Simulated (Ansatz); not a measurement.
# SnO2: the cost of one run

Program: Ansatz 0.2.0, driven from Python. Level of theory: DFT PBEsol, plane waves, PAW. These are calculated values, not measurements.

## 1. The structure

Symmetry: Pnnm, No. 58, orthorhombic system. The conventional cell has a = 4.788 Å, b = 4.867 Å, c = 3.241 Å, α = 90.00°, β = 90.00°, γ = 90.00°. Around Sn (site symmetry 2/m) lie 6 O at 2.09 to 2.10 Å. Around O (site symmetry m) lie 3 Sn at 2.09 to 2.10 Å.

No structure file is read: the coordinates are typed or built in the script.

## 2. Script

sno2.py reads:

```python
"""Equation of state of SnO2."""

import ansatz as az
from ase.eos import EquationOfState
from ase.units import GPa
import numpy as np

VECTORS = np.array([
    [4.788004, 0.0, 0.0],
    [0.0, 4.866582, 0.0],
    [0.0, 0.0, 3.240898],
])
SITES = [
    ("Sn", [0.5, 0.5, 0.5]),
    ("Sn", [0.0, 0.0, 0.0]),
    ("O", [0.291855, 0.321042, 0.0]),
    ("O", [0.791855, 0.178958, 0.5]),
    ("O", [0.208145, 0.821042, 0.5]),
    ("O", [0.708145, 0.678958, 0.0]),
]


def crystal_on(cell):
    crystal = az.Crystal(lattice=az.Lattice.of(cell))
    for symbol, position in SITES:
        crystal = crystal.atom(symbol, position)
    return crystal

# scale the volume, keep shape and fractions
volumes, energies, pressures = [], [], []
for scale in np.linspace(0.94, 1.06, 7):
    cell = VECTORS * scale ** (1 / 3)
    calc = (
        crystal_on(cell).calculation()
        .occupations("fixed")
        .pseudopotentials("paw")
        .basis(550)
        .functional("pbesol")
        .kpoints(4, 4, 6)
        .stress()
    )
    summary = calc.run(threads=1, pin="off").report
    volumes.append(abs(np.linalg.det(cell)) / len(SITES))
    energies.append(summary["free_energy_ev"] / len(SITES))
    pressures.append(np.trace(summary["stress_gpa"]) / 3)
    print(f"V = {volumes[-1]:8.4f} A^3/atom  F = {energies[-1]:.5f} eV/atom  P = {pressures[-1]:8.3f} GPa")

eos = EquationOfState(volumes, energies, eos="vinet")
v0, e0, bulk = eos.fit()
print(f"V0 = {v0:.4f} A^3/atom, E0 = {e0:.5f} eV/atom, B = {bulk / GPa:.1f} GPa")
```

## 3. The calls as engine input

The package turns the script's settings into the engine's input (first run):

```yaml
crystal:
  lattice:
    - [4.690262206874543, 0.0, 0.0]
    - [0.0, 4.767236124125195, 0.0]
    - [0.0, 0.0, 3.1747386605640457]
  atoms:
    - { symbol: Sn, position: [0.5, 0.5, 0.5] }
    - { symbol: Sn, position: [0.0, 0.0, 0.0] }
    - { symbol: O, position: [0.291855, 0.321042, 0.0] }
    - { symbol: O, position: [0.791855, 0.178958, 0.5] }
    - { symbol: O, position: [0.208145, 0.821042, 0.5] }
    - { symbol: O, position: [0.708145, 0.678958, 0.0] }
basis:
  ecutwfc: 550.0
kpoints:
  mp_grid:
    grid: [4, 4, 6]
hamiltonian:
  xc: pbesol
  pseudopotentials:
    kind: paw
scf:
  occupations:
    method: fixed
output:
  stress: true
```

## 4. The run

Command:

```sh
$ python sno2.py
```

Q: Estimate wall time and peak memory on 1 thread of Arm Neoverse V2, shared host.

About 47 s, with a peak of 0.47 GiB.
